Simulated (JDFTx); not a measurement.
Fitting the r2SCAN energy curve of LiH

```
Li H
1.0
     0.00000    2.03675    2.03675
     2.03675    0.00000    2.03675
     2.03675    2.03675    0.00000
Li H
1 1
Direct
  0.00000 0.00000 0.00000
  0.50000 0.50000 0.50000
```

The cell was scaled at fixed shape and fractions and run with JDFTx, SG15-PBE-1.2 with smoothed tails, cutoff 1088 eV; r2SCAN, k mesh 11 × 11 × 11 on the cell of 2 atoms, fermi-dirac occupations of 0.05 eV, no spin polarisation, no spin-orbit coupling. The potentials were made for PBE. Energies are those that the program minimises, any entropy of the smearing included.

```tsv
V (Å³/atom)	energy over the lowest row (meV/atom)
7.9422	0.513
8.1112	0.000
8.2802	0.283
8.4492	1.290
8.6181	2.963
8.7871	?
8.9561	8.075
```

Fit the third-order Birch-Murnaghan form, give V0, B0 and B′, and predict the energy left open.

With y = (V0/V)^(2/3), E = E0 + (9 V0 B0/16) [(y - 1)³ B′ + (y - 1)² (6 - 4y)]. Least squares through the rows shown give V0 = 8.1333 Å³/atom, E0 = -0.007 meV, B0 = 35.83 GPa (1 eV/Å³ = 160.218 GPa) and B′ = 3.35, with a largest miss of 0.001 meV. At V = 8.7871 the form with these constants gives 5.242 meV; the run gave 5.241 meV an atom. Measured volume: 8.508 Å³/atom (a printed reference work), so the fit lies -4.4 % from it. The runs are for a static lattice.
